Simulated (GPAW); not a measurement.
A run of GPAW 26.7.0 is set up as follows.

run.py

```python
from ase.io import read
from gpaw import PW
from gpaw.dft import DFT

atoms = read('POSCAR')
atoms.set_initial_magnetic_moments([1.0, 0.0])

dft = DFT(atoms,
          mode=PW(800),
          xc='PBE',
          kpts={'size': (11, 11, 11), 'gamma': True},
          occupations={'name': 'fermi-dirac', 'width': 0.05},
          nbands=22,
          convergence={'density': 1e-05, 'energy': 1e-05},
          maxiter=150,
          txt='gpaw.txt')
print(f'Energy: {dft.calculate_energy():.6f} eV')
print('Forces (eV/A):')
print(dft.calculate_forces().round(4))
print('Stress (eV/A^3):', dft.calculate_stress().round(6))
print('Moments:', dft.magmoms()[1].round(3))
dft.write_gpw_file('gs.gpw')
```

The input POSCAR:

```
NiO
1.0
    0.0000000000      2.0859016414      2.0859016414
    2.0859016414      0.0000000000      2.0859016414
    2.0859016414      2.0859016414      0.0000000000
Ni O
1 1
Direct
    0.0000000000      0.0000000000      0.0000000000
    0.5000000000      0.5000000000      0.5000000000
```

Potentials or basis: GPAW PAW data sets (gpaw-data 1.2.1), pw.

The run is started by

```bash
$ OMP_NUM_THREADS=1 python run.py
```

(1) Estimate the net moment.

(2) What does it give for the pressure?

(3) What does it give for the site moments?

(4) Predict the band gap on the k mesh.

Answers

(1) 1.70 μB per cell.

(2) 9.5 GPa.

(3) Ni +1.42; O +0.20 μB.

(4) none (metal or under the smearing width).

Caveat: the stock nickel data set gives pressures a few GPa off other programs; a cell with one magnetic atom can't hold antiferromagnetic order, which such compounds often take; semilocal functionals often make such compounds metallic where correlation or magnetic order opens a gap, which also shifts bond lengths.

The gap isn't set beside the measured one, since this odd mesh misses points on the zone boundary.
